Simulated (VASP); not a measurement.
CaO:

```
Ca O
1.0
     0.00000    2.60673    2.60673
     2.60673    0.00000    2.60673
     2.60673    2.60673    0.00000
Ca O
1 1
Cartesian
  0.0000 0.0000 0.0000
  1.3034 1.3034 1.3034
```

The cell was built by a generator and needn't be a form met in nature.

Base run:

| Quantity | Value |
| --- | --- |
| Program | VASP 6.6.1 |
| Functional | r2SCAN |
| Potentials or basis | VASP PAW PBE potentials, release 64 (Ca_sv, O) |
| Cutoff | 520 eV |
| k mesh | 8 × 8 × 8 |
| Occupations | gaussian, width 0.01 eV |
| Spin | no spin polarisation |

Its results: band gap on the k mesh 3.73 eV, indirect (least direct gap 4.36 eV); pressure 0.9 GPa.

Question: The run is repeated on the same cell with these changes: functional from r2SCAN to PBE; occupations from gaussian, width 0.01 eV to fermi-dirac, width 0.02 eV. What comes out?

Answer: Band gap on the k mesh 3.33 eV, indirect (least direct gap 3.95 eV); pressure 1.8 GPa.

Caveats: the PAW data sets were made with another functional, which shifts forces and pressure a little (some runs).

A k mesh can miss the band edges.
